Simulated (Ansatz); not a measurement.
# 5-layer 1T-HfSSe (AA) in a perpendicular field

What dipole does a perpendicular field induce in the 5-layer 1T-HfSSe (AA), and does the gap follow? A positive field points along +c.

Method: plane-wave DFT, PBE-D3(BJ), Ansatz PAW, in Ansatz 0.2.0.

## (1) Set-up

The cell holds 15 atoms: 5 Se, 5 Hf and 5 S. Cell: a = 3.700 Å, b = 3.700 Å, c = 89.011 Å, α = 90.0°, β = 90.0°, γ = 120.0°. Regions: layer 1: 1T-HfSSe, 3 atoms (1 Se, 1 Hf and 1 S); layer 2: 1T-HfSSe, 3 atoms (1 Se, 1 Hf and 1 S); layer 3: 1T-HfSSe, 3 atoms (1 Se, 1 Hf and 1 S); layer 4: 1T-HfSSe, 3 atoms (1 Se, 1 Hf and 1 S); layer 5: 1T-HfSSe, 3 atoms (1 Se, 1 Hf and 1 S). Vacuum lies along c.

## (2) Relaxing the slab

The starting cell is a guess, so the in-plane lattice and the atoms are relaxed first, with the slab cut off from its images along the normal.

Input file input.yaml:

```yaml
crystal:
  lattice:
    - [3.7, 0.0, 0.0]
    - [-1.85, 3.204293994, 0.0]
    - [0.0, 0.0, 89.0106078762]
  atoms:
    - { symbol: Se, position: [0.6666666667, 0.3333333333, 0.3370384802] }
    - { symbol: Hf, position: [0.0, 0.0, 0.3572878952] }
    - { symbol: S, position: [0.3333333333, 0.6666666667, 0.374810625] }
    - { symbol: Se, position: [0.6666666667, 0.3333333333, 0.4090762039] }
    - { symbol: Hf, position: [0.0, 0.0, 0.4293256188] }
    - { symbol: S, position: [0.3333333333, 0.6666666667, 0.4468483488] }
    - { symbol: Se, position: [0.6666666667, 0.3333333333, 0.4811139276] }
    - { symbol: Hf, position: [0.0, 0.0, 0.5013633425] }
    - { symbol: S, position: [0.3333333333, 0.6666666667, 0.5188860724] }
    - { symbol: Se, position: [0.6666666667, 0.3333333333, 0.5531516512] }
    - { symbol: Hf, position: [0.0, 0.0, 0.5734010662] }
    - { symbol: S, position: [0.3333333333, 0.6666666667, 0.5909237961] }
    - { symbol: Se, position: [0.6666666667, 0.3333333333, 0.625189375] }
    - { symbol: Hf, position: [0.0, 0.0, 0.6454387899] }
    - { symbol: S, position: [0.3333333333, 0.6666666667, 0.6629615198] }
  periodic: [true, true, false]
kpoints:
  mp_grid: { grid: [12, 12, 1] }
hamiltonian:
  xc: pbe
  dispersion: d3bj
scf:
  occupations: { method: fermi_dirac, width: 0.05 }
  convergence: { dr2_threshold: 1.0e-09 }
relax:
  f_tol: 0.004
  max_steps: 90
  cell: {}
output:
  write_potential: true
  write_density: true
  volumetric_format: npy
```

On the command line:

```bash
$ ansatz run input.yaml --threads 4 --pin off --max-ram 12288MiB --backend cpu --events-out ev --progress --plain --runs-dir out
```

Numbers of over 12 decimals in the logs are rounded to 6 here.

Log:

```text
Warning: relax.cell: scf.convergence.dr2_threshold = 1e-9 eV is looser than the 9.8565702982e-11 eV advised for a relaxation that steers and ends on the stress (1e-10 eV for each atom of the cell: 15, times the square of relax.cell.stress_2d_tol = 0.05 N/m over 39.0 Å (the atoms' height at the walk's start and 5 Å past either face), 1.282e-2 GPa, over a crystal's default 0.05). What an SCF threshold leaves in a stress goes as its square root, and in the free energy as the threshold itself, and one threshold admits the most on a small cell: [figures from the program's tests cut] Set scf.convergence.dr2_threshold to 9.8565702982e-11 eV or tighter. [rest of the remark cut]
Engine: ansatz 0.2.0, x86_64-unknown-linux-gnu
Pseudopotentials: kind: paw
Pseudopotential: Se, paw, valence charge 16, recommended cutoff 420 eV (normal), Se.paw.azcp
Pseudopotential: Hf, paw, valence charge 26, recommended cutoff 420 eV (normal), Hf.paw.azcp
Pseudopotential: S, paw, valence charge 6, recommended cutoff 420 eV (normal), S.paw.azcp
Functional definition: PBE
  parameter kappa = 0.804
  parameter beta = 0.066725
  exchange = pbe_x(kappa = kappa, mu = beta*pi^2/3)
  correlation = pbe_c(beta = beta)
Crystal: 15 atoms, lattice volume = 1055.300 Å³
Basis set: ecut = 420 eV, 20673 PW (Γ), exchange–correlation on 50×50×1200 points (8 copies of the dense FFT grid, shifted against one another)
Bands: 144, of which v1, the nominal top of the filled ones, is band 120 counted from 1 (119 counted from 0)
Symmetry: 6 space group operations
Space group: P3m1 (ITA 156), of the structure as read, at distance tolerance 1.0e-4 Å
k-points: 19 of 144 (time reversal used)
Non-local potential: Se, projectors of the file, l = 0: 2, l = 1: 2, l = 2: 3, l = 3: 1
Non-local potential: Hf, projectors of the file, l = 0: 3, l = 1: 2, l = 2: 2, l = 3: 3
Non-local potential: S, projectors of the file, l = 0: 2, l = 1: 2, l = 2: 2
PAW form: soft (Blöchl's): semilocal exchange-correlation on the pseudo side does not see the compensation charge
PAW one-centre angular grid: Se, 590 points (default); XC on 64 Gauss nodes
PAW one-centre angular grid: Hf, 590 points (default); XC on 64 Gauss nodes
PAW one-centre angular grid: S, 110 points (default); XC on 64 Gauss nodes
Initial density: superposition of atomic densities (neutral atoms: chi_scale 0, normalization atom), corrected by the library's trained network
Initial wavefunctions: pseudopotential atomic-orbital guess
Functional: x = pbe(κ = 0.804, μ = 0.219515), c = pbe(β = 0.066725)
SCF iter   1: F=—  HF=-110487.445906 eV  |F-HF|=—  |Δ(HF+E_count)|=         —  Δρ=1.40e-3  dr2=2.40e0  ethr=1.77e-3  ⟨swp⟩=9.4  Hψ=13745  notcnv=0  defer=87
preconditioner: auto → LDOS  [metal: Δε(μ)=0.073 eV  Ē_g=11.695 eV  σ=0.050 eV  W_gap=0.35  n_scr=198 (ndim 8)  ℏωp=14.0 eV  f_vac=0.641  D(μ)=1.30/eV (n_scr^D=12)  β→1.0]
SCF iter   2: F=—  HF=-110487.459339 eV  |F-HF|=—  |Δ(HF+E_count)|=   1.34e-2  Δρ=2.18e-3  dr2=3.39e-1  ethr=1.00e-3  ⟨swp⟩=2.2  Hψ=3433  notcnv=0  defer=223
SCF iter   3: F=—  HF=-110487.416358 eV  |F-HF|=—  |Δ(HF+E_count)|=   4.30e-2  Δρ=8.67e-4  dr2=3.20e-2  ethr=1.41e-4  ⟨swp⟩=3.1  Hψ=4138  notcnv=0  defer=223
SCF iter   4: F=—  HF=-110487.415629 eV  |F-HF|=—  |Δ(HF+E_count)|=   7.29e-4  Δρ=7.36e-4  dr2=4.60e-2  ethr=1.33e-5  ⟨swp⟩=3.0  Hψ=4969  notcnv=0  defer=223
SCF iter   5: F=—  HF=-110487.411080 eV  |F-HF|=—  |Δ(HF+E_count)|=   4.55e-3  Δρ=2.17e-4  dr2=4.46e-3  ethr=1.33e-5  ⟨swp⟩=2.4  Hψ=3382  notcnv=0  defer=223
SCF iter   6: F=—  HF=-110487.410697 eV  |F-HF|=—  |Δ(HF+E_count)|=   3.83e-4  Δρ=8.64e-5  dr2=5.19e-4  ethr=1.86e-6  ⟨swp⟩=2.7  Hψ=3718  notcnv=0  defer=218
SCF iter   7: F=—  HF=-110487.410711 eV  |F-HF|=—  |Δ(HF+E_count)|=   1.45e-5  Δρ=4.31e-5  dr2=1.30e-4  ethr=2.16e-7  ⟨swp⟩=2.8  Hψ=4590  notcnv=0  defer=218
SCF iter   8: F=—  HF=-110487.410704 eV  |F-HF|=—  |Δ(HF+E_count)|=   6.88e-6  Δρ=2.21e-5  dr2=3.22e-5  ethr=5.40e-8  ⟨swp⟩=2.9  Hψ=4376  notcnv=0  defer=218
SCF iter   9: F=—  HF=-110487.410655 eV  |F-HF|=—  |Δ(HF+E_count)|=   4.90e-5  Δρ=1.25e-5  dr2=1.81e-5  ethr=1.34e-8  ⟨swp⟩=2.9  Hψ=4551  notcnv=0  defer=213
SCF iter  10: F=—  HF=-110487.410811 eV  |F-HF|=—  |Δ(HF+E_count)|=   1.56e-4  Δρ=6.49e-6  dr2=2.27e-6  ethr=7.55e-9  ⟨swp⟩=2.5  Hψ=3495  notcnv=0  defer=213
SCF iter  11: F=—  HF=-110487.410811 eV  |F-HF|=—  |Δ(HF+E_count)|=   1.36e-7  Δρ=4.20e-6  dr2=6.19e-7  ethr=9.45e-10  ⟨swp⟩=2.7  Hψ=4246  notcnv=0  defer=213
SCF iter  12: F=—  HF=-110487.410811 eV  |F-HF|=—  |Δ(HF+E_count)|=   2.19e-7  Δρ=2.09e-6  dr2=1.23e-7  ethr=2.58e-10  ⟨swp⟩=2.7  Hψ=4788  notcnv=0  defer=213
SCF iter  13: F=—  HF=-110487.410811 eV  |F-HF|=—  |Δ(HF+E_count)|=   5.96e-8  Δρ=1.23e-6  dr2=2.28e-8  ethr=5.12e-11  ⟨swp⟩=3.1  Hψ=4587  notcnv=0  defer=213
SCF iter  14: F=—  HF=-110487.410811 eV  |F-HF|=—  |Δ(HF+E_count)|=   4.77e-8  Δρ=6.43e-7  dr2=7.48e-9  ethr=9.52e-12  ⟨swp⟩=2.9  Hψ=5475  notcnv=0  defer=213
SCF iter  15: F=—  HF=-110487.410811 eV  |F-HF|=—  |Δ(HF+E_count)|=   1.75e-8  Δρ=3.26e-7  dr2=1.63e-9  ethr=3.12e-12  ⟨swp⟩=2.9  Hψ=4044  notcnv=0  defer=213
SCF iter  16: F=-110487.410811 eV  HF=-110487.410811 eV  |F-HF|=3.89e-9  |Δ(HF+E_count)|=   8.92e-9  Δρ=1.84e-7  dr2=6.62e-10  ethr=1.00e-12  ⟨swp⟩=10.1  Hψ=18405  notcnv=0
SCF 1 converged in 16 iterations: F = -110487.410811 eV  dr2 = 6.62e-10
  greatest PAW one-centre occupation: 1.000 electrons in one spin orbital (limit 2), on the Se atom at site 9 (counted from 0), in its partial waves of l = 2
relax step   1: F+E_penalty+E_count = -110487.41081149 eV  Δ(F+E_penalty+E_count) = +0.000e0 eV  max|allowed force component| = 1.810e0 eV/Å  Δτ_max = 0.0000 Å  P = -20.893 N/m  Ω = 1055.300 Å³  fix = [c, alpha, beta]  reactions: c -0.000 N/m  (16 SCF iters, accepted)
Crystal: 15 atoms, lattice volume = 1031.935 Å³
Basis set: ecut = 420 eV, 19941 PW (Γ), exchange–correlation on 50×50×1200 points (8 copies of the dense FFT grid, shifted against one another)
Initial density: handed on by an earlier stage of this run
Initial wavefunctions: those handed on with the density
iter 1 solved again at ethr=6.46e-4 eV; its pass at ethr=3.10e-3 eV (dr2=1.55e0 eV) is discarded
SCF iter   1: F=—  HF=-110489.228356 eV  |F-HF|=—  |Δ(HF+E_count)|=         —  Δρ=6.23e-3  dr2=1.57e0  ethr=6.46e-4  ⟨swp⟩=4.1  Hψ=14723  notcnv=0
preconditioner: auto → LDOS  [insulator: Δε(μ)=0.461 eV  Ē_g=12.022 eV  σ=0.050 eV  W_gap=0.98  n_scr=198 (ndim 8)  ℏωp=14.2 eV  f_vac=0.648  D(μ)=0.03/eV (n_scr^D=2)  ε∞_Penn≈2.4  β→1.0]
[...]
relax step   8: F+E_penalty+E_count = -110489.11933803 eV  Δ(F+E_penalty+E_count) = -3.783e-6 eV  max|allowed force component| = 8.095e-3 eV/Å  Δτ_max = 0.0154 Å  P = -0.029 N/m  Ω = 1034.909 Å³  energy of the carried Pulay correction = +8.451e-4 eV  fix = [c, alpha, beta]  reactions: c -0.000 N/m  (10 SCF iters, accepted)
relax step   9: F+E_penalty+E_count = -110489.11921209 eV  Δ(F+E_penalty+E_count) = +1.259e-4 eV  max|allowed force component| = 1.637e-2 eV/Å  Δτ_max = 0.0135 Å  P = +0.022 N/m  Ω = 1035.061 Å³  energy of the carried Pulay correction = +8.388e-4 eV  fix = [c, alpha, beta]  (10 SCF iters, rejected (line search))
relax step  10: F+E_penalty+E_count = -110489.11939309 eV  Δ(F+E_penalty+E_count) = -5.506e-5 eV  max|allowed force component| = 9.028e-4 eV/Å  Δτ_max = 0.0047 Å  P = -0.001 N/m  Ω = 1034.779 Å³  energy of the carried Pulay correction = +8.506e-4 eV  fix = [c, alpha, beta]  reactions: c -0.000 N/m  (10 SCF iters, accepted)
Initial wavefunctions: pseudopotential atomic-orbital guess (no wavefunctions were taken with the density)
iter 1 solved again at ethr=1.17e-7 eV; its pass at ethr=3.10e-3 eV (dr2=2.81e-4 eV) is discarded
SCF iter   1: F=—  HF=-110489.118244 eV  |F-HF|=—  |Δ(HF+E_count)|=         —  Δρ=1.04e-5  dr2=1.99e-7  ethr=1.17e-7  ⟨swp⟩=6.4  Hψ=27172  notcnv=0
preconditioner: auto → Resta (q_TF=auto, 2.139 Å⁻¹)  ε∞=2.4  [insulator: Δε(μ)=0.561 eV  Ē_g=11.987 eV  σ=0.050 eV  W_gap=0.99  n_scr=198 (ndim 8)  ℏωp=14.1 eV  f_vac=0.664  D(μ)=0.01/eV (n_scr^D=0)  ε∞_Penn≈2.4  vacuum switching on, ρ_ref=1.0e-2 e/Å³]
SCF iter   2: F=—  HF=-110489.118407 eV  |F-HF|=—  |Δ(HF+E_count)|=   1.62e-4  Δρ=6.60e-6  dr2=1.79e-7  ethr=8.27e-11  ⟨swp⟩=4.9  Hψ=9132  notcnv=0
SCF iter   3: F=—  HF=-110489.118407 eV  |F-HF|=—  |Δ(HF+E_count)|=   1.66e-8  Δρ=3.29e-6  dr2=3.73e-8  ethr=7.46e-11  ⟨swp⟩=2.4  Hψ=5189  notcnv=0
SCF iter   4: F=—  HF=-110489.118407 eV  |F-HF|=—  |Δ(HF+E_count)|=   3.80e-8  Δρ=1.58e-6  dr2=6.31e-8  ethr=1.56e-11  ⟨swp⟩=3.0  Hψ=5421  notcnv=0
SCF iter   5: F=—  HF=-110489.118407 eV  |F-HF|=—  |Δ(HF+E_count)|=   1.73e-9  Δρ=6.15e-7  dr2=3.93e-9  ethr=1.56e-11  ⟨swp⟩=2.8  Hψ=3455  notcnv=0
SCF iter   6: F=-110489.118407 eV  HF=-110489.118407 eV  |F-HF|=3.26e-9  |Δ(HF+E_count)|=  8.88e-10  Δρ=2.59e-7  dr2=2.09e-10  ethr=1.00e-12  ⟨swp⟩=13.3  Hψ=23951  notcnv=0
SCF 11 converged in 6 iterations: F = -110489.118407 eV  dr2 = 2.09e-10
relax step  11: F+E_penalty+E_count = -110489.11840668 eV  Δ(F+E_penalty+E_count) = +9.864e-4 eV  max|allowed force component| = 8.249e-4 eV/Å  Δτ_max = 0.0000 Å  P = +0.008 N/m  Ω = 1034.779 Å³  fix = [c, alpha, beta]  reactions: c +0.000 N/m  stress off target by 8.33e-3 N/m on what of the cell is left free  SCF on the basis re-selected at this cell (its energy is not comparable with the rows above)  (6 SCF iters)
basis re-selected at this cell: Δ(F+E_penalty+E_count) = +9.864e-4 eV, ΔP = +0.009 N/m vs the last step (what re-selecting the basis moved, of the pressure what is left beyond the Pulay correction that the steps carried, after the strain that the cell walked since its last selection, with what the two solves' SCF thresholds leave and, on support functions, any second-order correction that the steps lacked; it is no m [...]
WARN: The output density's exchange-correlation potential varies sharply where the density is thin. Do not read a vacuum level from v_tot or v_xc, or from such a field of the output density. On a cell that repeats whose density bears no net charge and no dipole along the vacuum's axis use v_es (v_loc + v_h of the components); under efield.dipole_correction with no amplitude use v_es + v_field, which holds any externa [...]
SCF converged after 6 iterations
Free energy (F): -110489.118407 eV
Harris-Foulkes:  -110489.118407 eV  (|F-HF|=3.26e-9)
Internal energy: -110489.118182 eV  (E = F + TS)
E sigma→0 (E₀):  -110489.118294 eV
Entropy (-TS):   -0.000225 eV (-0.015 meV/atom)
Fermi energy:    -5.412731 eV
--- Per-component energies (eV) ---
  E_band       = -6532.655745
  E_kinetic    = 3234.880089
  E_local      = -5643241.819603  (includes V_loc(G=0)·N_el)
  E_nonlocal   = -9058.328930
  E_hartree    = 2818296.691990
  E_xc         = -2507.917878
  E_vxc        = -2260.368609  (∫ρ·V_xc dr)
  E_paw        = -47189.609377  (= ΣΔE_a)
  E_vpaw       = 8199.594285  (= ΣTr[D̂ρ^β])
  E_aug_tail   = -0.002851  (compensation charges beyond the density's cutoff)
  E_ewald      = 2769982.012009
  E_disp       = -5.023632  (pairwise vdW)
  E_smearing   = -0.000225  (= −TS)
  E_closure    = 0.000000  (closes the sum)
  Σ components = -110489.118407   (vs F -110489.118407, Δ=0.00e0)
--- Forces (eV/Å), atoms counted from 1 ---
  atom   1  Se    -0.00000000     0.00000000    -0.00082448
  atom   2  Hf     0.00000000    -0.00000000    -0.00008138
  atom   3  S      0.00000000    -0.00000000     0.00008832
  atom   4  Se     0.00000000     0.00000000     0.00070508
  atom   5  Hf     0.00000000    -0.00000000     0.00032948
  atom   6  S      0.00000000    -0.00000000     0.00012904
  atom   7  Se     0.00000000     0.00000000     0.00065290
  atom   8  Hf    -0.00000000    -0.00000000    -0.00048958
  atom   9  S      0.00000000    -0.00000000    -0.00080895
  atom  10  Se     0.00000000     0.00000000    -0.00004190
  atom  11  Hf     0.00000000    -0.00000000    -0.00005740
  atom  12  S      0.00000000    -0.00000000     0.00019505
  atom  13  Se     0.00000000     0.00000000     0.00000885
  atom  14  Hf     0.00000000    -0.00000000    -0.00002425
  atom  15  S      0.00000000    -0.00000000     0.00022494
  max |Σ_I F_I| component: 5.72e-6 eV/Å
--- 2D stress c σ (N/m, compression-positive) ---
        0.008327      -0.000000       0.000000
       -0.000000       0.008327       0.000000
        0.000000       0.000000       0.000000
  P = ½ c Tr σ = 0.0083 N/m
--- Band table (eV; the first three rows and the last of 19) ---
  k-point 0: bands = [... 116 lower, -5.7052, -5.7052, -5.6728, -5.6728, -4.1619, -4.1619, -4.1417, -4.1417, ... 20 higher]
  k-point 1: bands = [... 116 lower, -5.9757, -5.9274, -5.9213, -5.8915, -4.1428, -4.1201, -4.1078, -4.0909, ... 20 higher]
  k-point 2: bands = [... 116 lower, -6.3241, -6.2858, -6.2467, -6.0425, -4.3231, -4.3122, -4.3003, -4.2825, ... 20 higher]
  k-point 18: bands = [... 116 lower, -7.8069, -7.8050, -7.7596, -7.7013, -3.4371, -3.3963, -3.3571, -3.3262, ... 20 higher]
  the weakly bound empty levels are not read free of the cell's end (no_gap_told)
--- Relaxed structure (10 steps of the walk, 9 accepted, 1 SCFs on fresh bases) ---
  F+E_penalty+E_count = -110489.11840668 eV   max|allowed force component| = 8.249e-4 eV/Å   (the final SCF, on the basis selected at the relaxed cell)
  cell:  # Å, volume = 1034.7793 Å³
    - [3.663850, -2.675649068404408e-18, 0]
    - [-1.831925, 3.172987, 0]
    - [0, 0, 89.0106078762]
  atoms:
    - { symbol: Se, position: [0.666667, 0.333333, 0.349454] }
    - { symbol: Hf, position: [1.8831388203608034e-17, 0, 0.367864] }
    - { symbol: S, position: [0.333333, 0.666667, 0.383635] }
    - { symbol: Se, position: [0.666667, 0.333333, 0.416279] }
    - { symbol: Hf, position: [9.448938103851303e-18, 0, 0.434632] }
    - { symbol: S, position: [0.333333, 0.666667, 0.450406] }
    - { symbol: Se, position: [0.666667, 0.333333, 0.482965] }
    - { symbol: Hf, position: [0, 0, 0.501317] }
    - { symbol: S, position: [0.333333, 0.666667, 0.517091] }
    - { symbol: Se, position: [0.666667, 0.333333, 0.549638] }
    - { symbol: Hf, position: [-9.63637599441258e-18, 0, 0.567989] }
    - { symbol: S, position: [0.333333, 0.666667, 0.583764] }
    - { symbol: Se, position: [0.666667, 0.333333, 0.616413] }
    - { symbol: Hf, position: [-1.897720426761526e-17, 0, 0.634781] }
    - { symbol: S, position: [0.333333, 0.666667, 0.650589] }
```

Elapsed: 18 min, on 4 threads of Intel Xeon Platinum 8488C (Sapphire Rapids), shared host; peak memory 4.3 GiB; 71 min of CPU time.

Step by step:

| step | energy less that of the first step (eV) | largest force component (eV/Å) | volume (Å³) |
| --- | --- | --- | --- |
| 1 | 0.0000 | 1.8098 | 1055.30 |
| 2 | -1.4908 | 0.4974 | 1031.93 |
| 3 | -1.5935 | 0.0763 | 1034.30 |
| 4 | -1.6307 | 0.0754 | 1031.51 |
| 5 | -1.6712 | 0.0353 | 1032.93 |
| 6 | -1.6983 | 0.0174 | 1033.15 |
| 7 | -1.7085 | 0.0134 | 1034.47 |
| 8 | -1.7085 | 0.0081 | 1034.91 |
| 9 | -1.7084 | 0.0164 | 1035.06 |
| 10 | -1.7086 | 0.0009 | 1034.78 |
| 11* | -1.7076 | 0.0008 | 1034.78 |

Relaxation steps marked * repeat the geometry before them on a plane-wave basis chosen anew for their cell, so energy and pressure can jump there. Relaxation step 9 was tried and not accepted.

The run keeps the 6 symmetry operations that it works with, so distortions that break them were not tested.

| cell as run | before | after | change |
| --- | --- | --- | --- |
| a (Å) | 3.700 | 3.664 | -1.0 % |
| b (Å) | 3.700 | 3.664 | -1.0 % |

The atoms that moved most (Å, along periodic axes as changes of fractional coordinates times the final cell, across vacuum about the mean position):

| atom | dx | dy | dz | length |
| --- | --- | --- | --- | --- |
| Se1 | 0.000 | 0.000 | 1.105 | 1.105 |
| S15 | 0.000 | 0.000 | -1.101 | 1.101 |
| Hf14 | 0.000 | 0.000 | -0.949 | 0.949 |
| Hf2 | 0.000 | 0.000 | 0.941 | 0.941 |
| S3 | 0.000 | 0.000 | 0.785 | 0.785 |
| Se13 | 0.000 | 0.000 | -0.781 | 0.781 |
| Se4 | 0.000 | 0.000 | 0.641 | 0.641 |
| S12 | 0.000 | 0.000 | -0.637 | 0.637 |

This step gave:

```
energy at zero smearing : -110489.1183 eV
```

The lattice constant a goes from 3.700 to 3.664 Å.

(Part 1 of 3 ends here.)

[Logs are printed without paths, hosts, clocks, repeated set-up lines and the standing remarks that a program may print on its own settings, such as how far it seeks lower states.]

[Hosts, paths, dates, database ids (printed as entryN), source tags and the programs' standing remarks are cut or masked in the printed files.]

[Maps of the electrostatic potential energy from Ansatz leave out the sawtooth potential of an applied field or a dipole correction, so their vacuum need not be flat; planar profiles and work functions include it.]
